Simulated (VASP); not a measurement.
# BN (F-43m) in VASP: settings compared, part 2 of 3

VASP 6.6.1. Earlier steps stand in the parts before.

## (3) Band structure, r2SCAN-EpsX

Contents of POSCAR:

```
BN
1.0
    0.0000000000      1.8130010000      1.8130010000
    1.8130010000      0.0000000000      1.8130010000
    1.8130010000      1.8130010000      0.0000000000
N B
1 1
Direct
    0.2500000000      0.2500000000      0.2500000000
    0.0000000000      0.0000000000      0.0000000000
```

Contents of INCAR.step1:

```
SYSTEM = BN
  ALGO = Normal
  EDIFF = 1E-8
  ENCUT = 520
  GGA = PE
  ISIF = 2
  ISMEAR = 0
  KPAR = 4
  LASPH = .True.
  LCHARG = .False.
  LEPSILON = .True.
  LREAL = .False.
  LWAVE = .False.
  NELM = 100
  PREC = Accurate
  SIGMA = 0.02
```

Contents of KPOINTS.step1:

```
Automatic mesh
0
G
  14 14 14
  0 0 0
```

Contents of INCAR.step2:

```
SYSTEM = BN
  ALGO = Normal
  EDIFF = 1E-5
  ENCUT = 520
  GGA = PE
  ISIF = 2
  ISMEAR = 0
  KPAR = 4
  LASPH = .True.
  LCHARG = .False.
  LREAL = .False.
  LWAVE = .True.
  NELM = 100
  PREC = Accurate
  SIGMA = 0.02
```

Contents of KPOINTS.step2:

```
k-points
0
Gamma
  8 8 8
  0 0 0
```

Contents of INCAR.step3:

```
SYSTEM = BN
  AEXX = 0.2167
  ALGO = Normal
  EDIFF = 1E-6
  ENCUT = 520
  HFRCUT = -1
  ISIF = 2
  ISMEAR = 0
  ISTART = 1
  KPAR = 4
  LASPH = .True.
  LCHARG = .False.
  LHFCALC = .True.
  LMIXTAU = .True.
  LREAL = .False.
  LWAVE = .False.
  METAGGA = R2SCAN
  NELM = 100
  PREC = Accurate
  PRECFOCK = Fast
  SIGMA = 0.02
```

Contents of KPOINTS.step3:

```
k-points
0
Gamma
  8 8 8
  0 0 0
```

Contents of KPOINTS_OPT:

```
path GXWKGLUWLK,UX
12
line-mode
reciprocal
 0.0000000000  0.0000000000  0.0000000000  G
 0.5000000000  0.0000000000  0.5000000000  X

 0.5000000000  0.0000000000  0.5000000000  X
 0.5000000000  0.2500000000  0.7500000000  W

 0.5000000000  0.2500000000  0.7500000000  W
 0.3750000000  0.3750000000  0.7500000000  K

 0.3750000000  0.3750000000  0.7500000000  K
 0.0000000000  0.0000000000  0.0000000000  G

 0.0000000000  0.0000000000  0.0000000000  G
 0.5000000000  0.5000000000  0.5000000000  L

 0.5000000000  0.5000000000  0.5000000000  L
 0.6250000000  0.2500000000  0.6250000000  U

 0.6250000000  0.2500000000  0.6250000000  U
 0.5000000000  0.2500000000  0.7500000000  W

 0.5000000000  0.2500000000  0.7500000000  W
 0.5000000000  0.5000000000  0.5000000000  L

 0.5000000000  0.5000000000  0.5000000000  L
 0.3750000000  0.3750000000  0.7500000000  K

 0.6250000000  0.2500000000  0.6250000000  U
 0.5000000000  0.0000000000  0.5000000000  X
```

Potentials or basis: VASP PAW PBE potentials, release 64 (N, B).

Started as:

```
$ cat potpaw_PBE.64/N/POTCAR potpaw_PBE.64/B/POTCAR > POTCAR
$ cp INCAR.step1 INCAR
$ cp KPOINTS.step1 KPOINTS
$ mpirun -np 4 vasp_std > vasp.out
$ cp INCAR.step2 INCAR
$ cp KPOINTS.step2 KPOINTS
$ mpirun -np 4 vasp_std > vasp.out
$ cp INCAR.step3 INCAR
$ cp KPOINTS.step3 KPOINTS
$ mpirun -np 4 vasp_std > vasp.out
```

OUTCAR:

```text
SYSTEM = BN
   AEXX = 0.2167
   EDIFF = 1E-6
   ENCUT = 520
   ISIF = 2
   ISMEAR = 0
   ISTART = 1
   LASPH = .True.
   LHFCALC = .True.
   LREAL = .False.
   METAGGA = R2SCAN
   NELM = 100
   PREC = Accurate
   PRECFOCK = Fast

 ion  position               nearest neighbor table
   1  0.250  0.250  0.250-   2 1.57   2 1.57   2 1.57   2 1.57
   2  0.000  0.000  0.000-   1 1.57   1 1.57   1 1.57   1 1.57

  LATTYP: Found a face centered cubic cell.
 ALAT       =     3.6260020000

  Lattice vectors:

 A1 = (   0.0000000000,   1.8130010000,   1.8130010000)
 A2 = (   1.8130010000,   0.0000000000,   1.8130010000)
 A3 = (   1.8130010000,   1.8130010000,   0.0000000000)

Analysis of symmetry for initial positions (statically):
=====================================================================
 Subroutine PRICEL returns:
 Original cell was already a primitive cell.

 Routine SETGRP: Setting up the symmetry group for a
 face centered cubic supercell.

 Subroutine GETGRP returns: Found 24 space group operations
 (whereof 24 operations were pure point group operations)
 out of a pool of 48 trial point group operations.

The static configuration has the point symmetry T_d .

Analysis of symmetry for dynamics (positions and initial velocities):
=====================================================================
 Subroutine PRICEL returns:
 Original cell was already a primitive cell.

 Routine SETGRP: Setting up the symmetry group for a
 face centered cubic supercell.

 Subroutine GETGRP returns: Found 24 space group operations
 (whereof 24 operations were pure point group operations)
 out of a pool of 48 trial point group operations.

The dynamic configuration has the point symmetry T_d .

 Subroutine INISYM returns: Found 24 space group operations
 (whereof 24 operations are pure point group operations),
 and found     1 'primitive' translations

[... 126 lines left out ...]
   AEXX    =    0.2167 exact exchange contribution
   HFSCREEN=    0.0000 screening length (either q_TF or 0.3 A-1)
   HFSCREENC=   0.0000 screening length for correlation (either q_TF or 0.3 A-1)
   ENCUTFOCK=  -1.0 apply spherical cutoff to Coloumb kernel
   IVDW    =     0    specifies the selected vdW correction
   LEPSILON=     F    determine dielectric tensor
   LRPA    =     F    only Hartree local field effects (RPA)
 non-spin polarized calculation
 Gauss-broadening in eV      SIGMA  =   0.02
  energy-cutoff  :      520.00
  volume of cell :       11.92
 maximum number of plane-waves:       332
  NGX = 12; NGY = 12; NGZ = 12

 number of electron       7.9999999 magnetization

 Free energy of the ion-electron system (eV)
  ---------------------------------------------------
  ext. energy  EPLUGINS =         0.00000000
  ---------------------------------------------------
  free energy    TOTEN  =       -22.06224186 eV

  energy without entropy =      -22.06224186  energy(sigma->0) =      -22.06224186

 E-fermi :   6.3075     XC(G=0): -10.9467

 val. band max:        6.1288437728   @ k =   0.0000   0.0000   0.0000
 cond. band min:      12.7192025605   @ k =   0.5000   0.5000   0.0000
 fundamental gap:      6.5903587877
 Fermi energy:         6.3075047657

 k-point     1 :       0.0000    0.0000    0.0000
  band No.  band energies     occupation
      1     -16.3792      2.00000
      2       6.1288      2.00000
      3       6.1288      2.00000
      4       6.1288      2.00000
      5      17.5254      0.00000
      6      17.5254      0.00000
      7      17.5254      0.00000
      8      18.9862      0.00000
[... 243 lines left out ...]
 k-point    24 :      -0.3750    0.2500    0.1250
  band No.  band energies     occupation
      1     -11.1294      2.00000
      2      -4.5059      2.00000
      3       0.7945      2.00000
      4       2.3761      2.00000
      5      18.2536      0.00000
      6      19.9520      0.00000
      7      23.5707      0.00000
      8      25.1528      0.00000

 [... further k-points ...]

------------------------ aborting loop because EDIFF is reached ----------------------------------------

  FORCE on cell =-STRESS in cart. coord.  units (eV):
  Direction    XX          YY          ZZ          XY          YZ          ZX
  --------------------------------------------------------------------------------------
  -------------------------------------------------------------------------------------
  Total       -0.7333454     -0.7333454     -0.7333454      0.0000000      0.0000000     -0.0000000
  in kB      -98.5814043    -98.5814043    -98.5814043      0.0000000      0.0000000     -0.0000000
  external PRESSURE =     -98.5814043 kB  Pullay stress =       0.0000000 kB

 VOLUME and BASIS-vectors are now :
 -----------------------------------------------------------------------------
  energy-cutoff  :      520.00
  volume of cell :       11.92
      direct lattice vectors                 reciprocal lattice vectors
     0.000000000  1.813001000  1.813001000    -0.275785838  0.275785838  0.275785838
     1.813001000  0.000000000  1.813001000     0.275785838 -0.275785838  0.275785838
     1.813001000  1.813001000  0.000000000     0.275785838  0.275785838 -0.275785838

 POSITION                                       TOTAL-FORCE (eV/Angst)
 -----------------------------------------------------------------------------------
      0.90650      0.90650      0.90650        -0.000000     -0.000000     -0.000000
      0.00000      0.00000      0.00000         0.000000      0.000000      0.000000
 -----------------------------------------------------------------------------------
    total drift:                                0.000001     -0.000000      0.000000

  FREE ENERGIE OF THE ION-ELECTRON SYSTEM (eV)
  ---------------------------------------------------
  free  energy   TOTEN  =       -22.0622418579 eV

  energy  without entropy=      -22.0622418579  energy(sigma->0) =      -22.06224186
```

Run time: 7.6 min. Hardware: 4 MPI ranks of Intel Xeon Platinum 8375C at 2.90GHz (Ice Lake), shared host; peak memory 0.21 GiB.

Results:

```yaml
Free_energy: -22.0622 eV
Pressure: -9.9 GPa
Band_gap_on_the_k_mesh: 6.59 eV, indirect (least direct gap 11.40 eV)
Band_gap_along_the_path: 6.59 eV, indirect (least direct gap 11.40 eV)
```

Levels at the corners of the path, in eV from the valence-band top:
```tsv
point	band 2	band 3	band 4	band 5	band 6	band 7
Γ	0.00	0.00	0.00	11.40	11.40	11.40
X	-9.90	-5.36	-5.36	6.59	11.54	21.53
X	-9.90	-5.36	-5.36	6.59	11.54	21.53
W	-8.49	-7.59	-7.01	12.14	16.27	17.32
W	-8.49	-7.59	-7.01	12.14	16.27	17.32
K	-9.05	-8.31	-4.46	9.20	15.59	19.15
K	-9.05	-8.31	-4.46	9.20	15.59	19.15
Γ	0.00	0.00	0.00	11.40	11.40	11.40
Γ	0.00	0.00	0.00	11.40	11.40	11.40
L	-11.73	-2.13	-2.13	12.57	13.38	13.38
L	-11.73	-2.13	-2.13	12.57	13.38	13.38
U	-9.05	-8.31	-4.46	9.20	15.59	19.15
U	-9.05	-8.31	-4.46	9.20	15.59	19.15
W	-8.49	-7.59	-7.01	12.14	16.27	17.32
W	-8.49	-7.59	-7.01	12.14	16.27	17.32
L	-11.73	-2.13	-2.13	12.57	13.38	13.38
L	-11.73	-2.13	-2.13	12.57	13.38	13.38
K	-9.05	-8.31	-4.46	9.20	15.59	19.15
U	-9.05	-8.31	-4.46	9.20	15.59	19.15
X	-9.90	-5.36	-5.36	6.59	11.54	21.53
```

Caveat: the PAW data sets were made with another functional, which shifts forces and pressure a little.

## (4) Phonons, LDA

POSCAR is that of step 3.

Contents of INCAR.step1:

```
SYSTEM = BN
  ALGO = Normal
  EDIFF = 1E-8
  EDIFFG = -0.002
  ENCUT = 600
  IBRION = 2
  ISIF = 3
  ISMEAR = -1
  LASPH = .True.
  LCHARG = .False.
  LREAL = .False.
  LWAVE = .False.
  NELM = 60
  NSW = 40
  PREC = Accurate
  SIGMA = 0.05
```

Contents of INCAR.step2:

```
SYSTEM = BN
  ALGO = Normal
  EDIFF = 1E-8
  ENCUT = 600
  IBRION = 6
  ISIF = 2
  ISMEAR = -1
  LASPH = .True.
  LCHARG = .False.
  LREAL = .False.
  LWAVE = .False.
  NELM = 60
  NFREE = 2
  NSW = 1
  POTIM = 0.015
  PREC = Accurate
  SIGMA = 0.05
```

Contents of KPOINTS:

```
k-points
0
Gamma
  10 10 10
  0 0 0
```

Potentials or basis: VASP PAW LDA potentials, release 64 (N, B).

Started as:

```
$ cat potpaw_LDA.64/N/POTCAR potpaw_LDA.64/B/POTCAR > POTCAR
$ cp INCAR.step1 INCAR
$ mpirun -np 1 vasp_std > vasp.out
$ cp CONTCAR POSCAR
$ cp INCAR.step2 INCAR
$ mpirun -np 1 vasp_std > vasp.out
```

OUTCAR:

```text
SYSTEM = BN
   EDIFF = 1E-8
   ENCUT = 600
   IBRION = 6
   ISIF = 2
   ISMEAR = -1
   LASPH = .True.
   LREAL = .False.
   NELM = 60
   NFREE = 2
   NSW = 1
   POTIM = 0.015
   PREC = Accurate

 ion  position               nearest neighbor table
   1  0.250  0.250  0.250-   2 1.55   2 1.55   2 1.55   2 1.55
   2  0.000  0.000  0.000-   1 1.55   1 1.55   1 1.55   1 1.55

  LATTYP: Found a face centered cubic cell.
 ALAT       =     3.5825545048

  Lattice vectors:

 A1 = (   0.0000000000,   1.7912772524,   1.7912772524)
 A2 = (   1.7912772524,   0.0000000000,   1.7912772524)
 A3 = (   1.7912772524,   1.7912772524,   0.0000000000)

[... 607 lines left out ...]
  --------------------------------------------------------------------------------------
  -------------------------------------------------------------------------------------
  Total        0.0068992      0.0097501      0.0097501      0.0000000     -0.0426025      0.0000000
  in kB        0.9615933      1.3589499      1.3589499      0.0000000     -5.9378215      0.0000000
  external PRESSURE =       1.2264977 kB  Pullay stress =       0.0000000 kB
[... 17 lines left out ...]
  FREE ENERGIE OF THE ION-ELECTRON SYSTEM (eV)
  ---------------------------------------------------
  free  energy   TOTEN  =       -19.4134949090 eV

  energy  without entropy=      -19.4134949090  energy(sigma->0) =      -19.41349491

 INTERNAL STRAIN TENSORS FROM DISPLACED ATOMS
 ============================================

 INTERNAL STRAIN TENSOR FOR ION    1 for displacements in x,y,z  (eV/Angst):
          X           Y           Z          XY          YZ          ZX
  --------------------------------------------------------------------------------
  x    -0.00000     0.00000     0.00000     0.00000    -2.82890     0.00000
  y     0.00000    -0.00000     0.00000     0.00000     0.00000    -2.82890
  z     0.00000     0.00000    -0.00000    -2.82890     0.00000     0.00000

 INTERNAL STRAIN TENSOR FOR ION    2 for displacements in x,y,z  (eV/Angst):
          X           Y           Z          XY          YZ          ZX
  --------------------------------------------------------------------------------
  x     0.00000     0.00000     0.00000     0.00000     2.83623     0.00000
  y     0.00000    -0.00000     0.00000     0.00000     0.00000     2.83623
  z     0.00000     0.00000     0.00000     2.83623     0.00000     0.00000

 Eigenvectors and eigenvalues of the dynamical matrix
 ----------------------------------------------------

   1 f  =   32.023001 THz   201.206452 2PiTHz 1068.172351 cm-1   132.436433 meV
             X         Y         Z           dx          dy          dz
      0.895639  0.895639  0.895639    -0.660022    0.000000    0.000000
      0.000000  0.000000  0.000000     0.751246   -0.000000    0.000000
[... 21 lines left out ...]
   6 f/i=    0.002813 THz     0.017674 2PiTHz    0.093828 cm-1     0.011633 meV
             X         Y         Z           dx          dy          dz
      0.895639  0.895639  0.895639    -0.549384    0.333530   -0.388981
      0.000000  0.000000  0.000000    -0.482672    0.293029   -0.341747

 ELASTIC MODULI CONTR FROM IONIC RELAXATION (kBar)
 Direction    XX          YY          ZZ          XY          YZ          ZX
 --------------------------------------------------------------------------------
 XX          -0.0000      0.0000      0.0000      0.0000     -0.0000      0.0000
 YY           0.0000     -0.0000      0.0000      0.0000      0.0000      0.0000
 ZZ           0.0000      0.0000     -0.0000     -0.0000      0.0000      0.0000
 XY           0.0000      0.0000     -0.0000    -43.6895      0.0000      0.0000
 YZ          -0.0000      0.0000      0.0000      0.0000    -43.6895      0.0000
 ZX           0.0000      0.0000      0.0000      0.0000      0.0000    -43.6895
 --------------------------------------------------------------------------------
```

Run time: 98 s. Hardware: 1 thread of Intel Xeon Platinum 8175M at 2.50GHz (Skylake/Cascade Lake), shared host; peak memory 0.14 GiB.

What came out:

```yaml
Relaxed_volume: 5.75 Å³/atom
Relaxed_cell: a = 2.533 Å, b = 2.533 Å, c = 2.533 Å, α = 60.00°, β = 60.00°, γ = 60.00°
Space_group_after_relaxing_to_0.05_Å: F-43m (No. 216)
Highest_phonon_frequency_at_Γ_LO-TO_splitting_left_out: 1068 cm⁻¹
```

The path:
| step | energy change (eV) | largest force (eV/Å) | pressure (GPa) | volume (Å³) |
| --- | --- | --- | --- | --- |
| 1 | 0.0000 | 0.0000 | -13.60 | 11.92 |
| 2 | 0.0027 | 0.0000 | 16.35 | 11.07 |
| 3 | -0.0185 | 0.0000 | -0.10 | 11.50 |
| 4 | -0.0185 | 0.0000 | 0.19 | 11.49 |
| 5 | -0.0185 | 0.0000 | -0.17 | 11.50 |
| 6 | -0.0185 | 0.0000 | 0.00 | 11.50 |

Final structure:
```xyz
2
Lattice="0.0000 1.7913 1.7913 1.7913 0.0000 1.7913 1.7913 1.7913 0.0000" Properties=species:S:1:pos:R:3 pbc="T T T"
N     0.8956    0.8956    0.8956
B     0.0000    0.0000    0.0000
```

Phonon frequencies in cm⁻¹ (negative: imaginary):
```
              q point           frequencies
(0.000, 0.000, 0.000)  0 0 0 1068 1068 1068
```

## (5) Elastic constants, LDA

POSCAR is that of step 4.

Contents of INCAR.step1:

```
SYSTEM = BN
PREC = Accurate
ENCUT = 600
EDIFF = 1E-8
ISMEAR = -1
SIGMA = 0.05
LREAL = .FALSE.
LASPH = .TRUE.
NELM = 60
ALGO = Fast
ISIF = 3
LWAVE = .FALSE.
LCHARG = .FALSE.
IBRION = 2
NSW = 40
EDIFFG = -0.002
```

Contents of INCAR.step2:

```
SYSTEM = BN
PREC = Accurate
ENCUT = 600
EDIFF = 1E-8
ISMEAR = -1
SIGMA = 0.05
LREAL = .FALSE.
LASPH = .TRUE.
NELM = 60
ALGO = Fast
ISIF = 3
LWAVE = .FALSE.
LCHARG = .FALSE.
IBRION = 6
NFREE = 2
POTIM = 0.015
NSW = 1
```

Contents of KPOINTS:

```
Automatic mesh
0
G
  10 10 10
  0 0 0
```

Started as:

```
$ cat potpaw_LDA.64/N/POTCAR potpaw_LDA.64/B/POTCAR > POTCAR
$ cp INCAR.step1 INCAR
$ mpirun -np 1 vasp_std > vasp.out
$ cp CONTCAR POSCAR
$ cp INCAR.step2 INCAR
$ mpirun -np 1 vasp_std > vasp.out
```

Run time: 6.7 min. Hardware: 1 thread of Intel Xeon Platinum 8175M at 2.50GHz (Skylake/Cascade Lake), shared host; peak memory 0.19 GiB.

Results (log left out):

- Relaxed volume: 5.75 Å³/atom
- Relaxed cell: a = 2.533 Å, b = 2.533 Å, c = 2.533 Å, α = 60.00°, β = 60.00°, γ = 60.00°
- Space group after relaxing (to 0.05 Å): F-43m (No. 216)
- Elastic constants C11, C12, C44: 822, 192, 475 GPa
- Voigt bulk modulus: 402 GPa
- Highest phonon frequency at Γ, LO-TO splitting left out: 1068 cm⁻¹

The path:
```
step  energy change (eV)  largest force (eV/Å)  pressure (GPa)  volume (Å³)
   1              0.0000                0.0000          -13.60        11.92
   2              0.0027                0.0000           16.34        11.07
   3             -0.0185                0.0000           -0.10        11.50
   4             -0.0185                0.0000            0.20        11.49
   5             -0.0185                0.0000           -0.19        11.50
   6             -0.0185                0.0000            0.00        11.50
```

Final structure:
```
N B
1.0
     0.00000    1.79128    1.79128
     1.79128    0.00000    1.79128
     1.79128    1.79128    0.00000
N B
1 1
Direct
  0.25000 0.25000 0.25000
  0.00000 0.00000 0.00000
```

Phonon frequencies in cm⁻¹ (negative: imaginary):
| q point | frequencies |
| --- | --- |
| (0.000, 0.000, 0.000) | 0 0 0 1068 1068 1068 |

Elastic tensor in Voigt notation (GPa, in the Cartesian axes of the cell as first typed):
```
822 192 192   0   0   0
192 822 192   0   0   0
192 192 822   0   0   0
  0   0   0 475   0   0
  0   0   0   0 475   0
  0   0   0   0   0 475
```

Clamped-ion elastic tensor (GPa):
```
822 192 192   0   0   0
192 822 192   0   0   0
192 192 822   0   0   0
  0   0   0 479   0   0
  0   0   0   0 479   0
  0   0   0   0   0 479
```

(Continued in part 3 of 3.)
